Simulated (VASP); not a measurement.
Write the native input for VASP 6.6.1 that does the following.

| Quantity | Value |
| --- | --- |
| Task | single point |
| Functional | PBE |
| Potentials or basis | VASP PAW PBE potentials, release 64 (Cd, O) |
| Cutoff | 520 eV |
| k mesh | 3 × 3 × 3 |
| Occupations | fermi-dirac, width 0.05 eV |
| Spin | no spin polarisation |
| Dipole correction | no |
| Further INCAR settings | LREAL = Auto; ALGO = Fast; EDIFF = 1e-07; NBANDS = 82 |

The structure of Cd8O7 (a cell with a defect) lies in POSCAR:

```
Cd8O7
1.0
    0.0000000000      4.7182369200      4.7182369200
    4.7182369200      0.0000000000      4.7182369200
    4.7182369200      4.7182369200      0.0000000000
Cd O
8 7
Direct
   -0.0168810938      0.0000693055     -0.0165682651
    0.0539612581     -0.0003636952      0.4475688771
   -0.0168650921      0.5340620962     -0.0165999506
   -0.0192146985      0.4997670825      0.5203646069
    0.4473358451     -0.0004843970      0.0542269293
    0.5181935629     -0.0007418025      0.5184777792
    0.5200832518      0.4997678243     -0.0189318598
    0.5181533996      0.4647620578      0.5184846674
    0.2506179787      0.2779194903      0.2508350089
    0.2311245744      0.2531285563      0.7630622542
    0.2505487791      0.7213089461      0.2509143818
    0.2690255961      0.7463555900      0.7387324035
    0.7626862663      0.2533561837      0.2314715260
    0.7489317641      0.0012690122      0.7492096221
    0.7384726666      0.7465489885      0.2692764313
```

The input as run:

INCAR

```
  PREC = Accurate
  ENCUT = 520
  EDIFF = 1E-7
  ISMEAR = -1
  SIGMA = 0.05
  LREAL = Auto
  LASPH = T
  NELM = 100
  ALGO = Fast
  ISIF = 2
  LWAVE = F
  LCHARG = F
  GGA = PE
  NBANDS = 82
```

KPOINTS

```
Automatic mesh
0
Gamma
  3 3 3
```

Potentials or basis: VASP PAW PBE potentials, release 64 (Cd, O).

Command:

```bash
$ cat potpaw_PBE.64/Cd/POTCAR potpaw_PBE.64/O/POTCAR > POTCAR
$ mpirun -np 1 vasp_std > vasp.out
```

Results of the run:

```yaml
Pressure: 7.0 GPa
Largest_force: 0.080 eV/Å
Band_gap_on_the_k_mesh: 0.73 eV, indirect (least direct gap 1.21 eV)
```

It took 4.9 min on 1 thread of Intel(R) Xeon(R) 6975P-C (Granite Rapids), on a shared host, peak memory 0.43 GiB.
